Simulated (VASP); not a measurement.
Write the native input for VASP 6.6.1 that does the following.

```
Task                   : relaxation of cell and atoms
Functional             : RPBE
Dispersion             : D4
Potentials or basis    : VASP PAW PBE potentials, release 64 (Os)
Cutoff                 : 600 eV
k mesh                 : 11 × 11 × 6
Occupations            : fermi-dirac, width 0.05 eV
Spin                   : no spin polarisation
Further INCAR settings : ALGO = Fast; EDIFF = 1e-06; IBRION = 2; EDIFFG = -0.01; NSW = 40; ISIF = 3
```

The structure of Os lies in POSCAR:

```
Os
1.0
    2.7341000000      0.0000000000      0.0000000000
   -1.3670500000      2.3678000565      0.0000000000
    0.0000000000      0.0000000000      4.3197000000
Os
2
Direct
    0.6666666667      0.3333333333      0.7500000000
    0.3333333333      0.6666666667      0.2500000000
```

The input as run:

INCAR

```
SYSTEM = Os
ALGO     = Fast           ! electronic algorithm
EDIFF    = 1E-6           ! SCF threshold, eV
EDIFFG   = -0.01          ! ionic threshold
ENCUT    = 600            ! plane-wave cutoff, eV
GGA      = RP             ! functional
IBRION   = 2              ! ionic algorithm
ISIF     = 3              ! what is computed and relaxed
ISMEAR   = -1             ! smearing method
IVDW     = 13             ! dispersion correction
LASPH    = .True.         ! aspherical terms in the spheres
LCHARG   = .False.        ! write CHGCAR
LREAL    = .False.        ! projectors in reciprocal space
LWAVE    = .False.        ! write WAVECAR
NELM     = 60             ! most SCF steps
NSW      = 40             ! ionic steps
PREC     = Accurate       ! precision mode
SIGMA    = 0.05           ! smearing width, eV
```

KPOINTS

```
k-points
0
Gamma
  11 11 6
  0 0 0
```

Potentials or basis: VASP PAW PBE potentials, release 64 (Os).

The run is started by

```console
$ cat potpaw_PBE.64/Os/POTCAR > POTCAR
$ mpirun -np 1 vasp_std > vasp.out
```

Results of the run:

- Relaxed volume: 13.95 Å³/atom
- Relaxed cell: a = 2.732 Å, b = 2.732 Å, c = 4.319 Å, α = 90.00°, β = 90.00°, γ = 120.00°
- Space group after relaxing (to 0.05 Å): P6_3/mmc (No. 194)
- Energy gained by relaxing: 0.1 meV/atom
- Ionic steps: 6
- Pressure after relaxing: 0.0 GPa
- Band gap on the k mesh: none (metal or under the smearing width)
- Dispersion energy per atom: -1.243 eV

Caveat: the PAW data sets were made with another functional, which shifts forces and pressure a little; pairwise dispersion overbinds metals, which lowers pressure and volume.

Wall time 52 s on 1 thread of AMD EPYC 9R45 (Zen 5), with other jobs on the host, peak memory 0.14 GiB.
